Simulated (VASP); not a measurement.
Wanted: the native input for a VASP 6.6.1 run.

```yaml
Task: single point
Functional: PBE
Potentials_or_basis: VASP PAW PBE potentials, release 64 (Cu, O)
Cutoff: 520 eV
k_mesh: 8 × 8 × 8
Occupations: gaussian, width 0.02 eV
Spin: collinear spin, ferromagnetic start
Starting_moments: "[1, 1, 1, 1, 0, 0] μB"
Further_INCAR_settings: ALGO = Normal; EDIFF = 1e-07
```

The structure of Cu2O lies in POSCAR:

```
Cu2O                                    
1.0
    4.3924210035      0.0000000000      0.0000000000
   -0.0000000000      4.3924210035      0.0000000000
    0.0000000000      0.0000000000      4.3924210035
  Cu              O             
     4     2
Direct
     0.2500000000000000    0.2500000000000000    0.2500000000000000
     0.2500000000000000    0.7500000000000000    0.7500000000000000
     0.7500000000000000    0.7500000000000000    0.2500000000000000
     0.7500000000000000    0.2500000000000000    0.7500000000000000
     0.0000000000000000    1.0000000000000000    1.0000000000000000
     0.5000000000000000    0.5000000000000000    0.5000000000000000
```

The cell isn't the ideal one: a relaxed cell with its volume scaled by 1.06.

These files were run (other wordings do the same):

INCAR

```
SYSTEM = Cu2O
PREC = Accurate
ENCUT = 520
EDIFF = 1E-7
ISMEAR = 0
SIGMA = 0.02
LREAL = .False.
LASPH = .True.
NELM = 120
ALGO = Normal
ISIF = 2
LWAVE = .False.
LCHARG = .False.
ISPIN = 2
MAGMOM = 1 1 1 1 0 0
LORBIT = 11
LMAXMIX = 4
GGA = PE
KPAR = 8
```

KPOINTS

```
Automatic mesh
0
Gamma
  8 8 8
  0 0 0
```

Potentials or basis: VASP PAW PBE potentials, release 64 (Cu, O).

The run is started by

```sh
$ cat potpaw_PBE.64/Cu/POTCAR potpaw_PBE.64/O/POTCAR > POTCAR
$ mpirun -np 8 vasp_std > vasp.out
```

Results of the run:

```json
{
 "Pressure": "-5.6 GPa",
 "Band gap on the k mesh": "0.35 eV, direct",
 "Net moment": "0.00 μB per cell",
 "Valence electrons inside the program's atomic spheres": "Cu 9.89; O 4.98"
}
```

It took 56 s on 8 MPI ranks on Intel(R) Xeon(R) Platinum 8488C (Sapphire Rapids) (shared host), peak memory 0.35 GiB a rank.
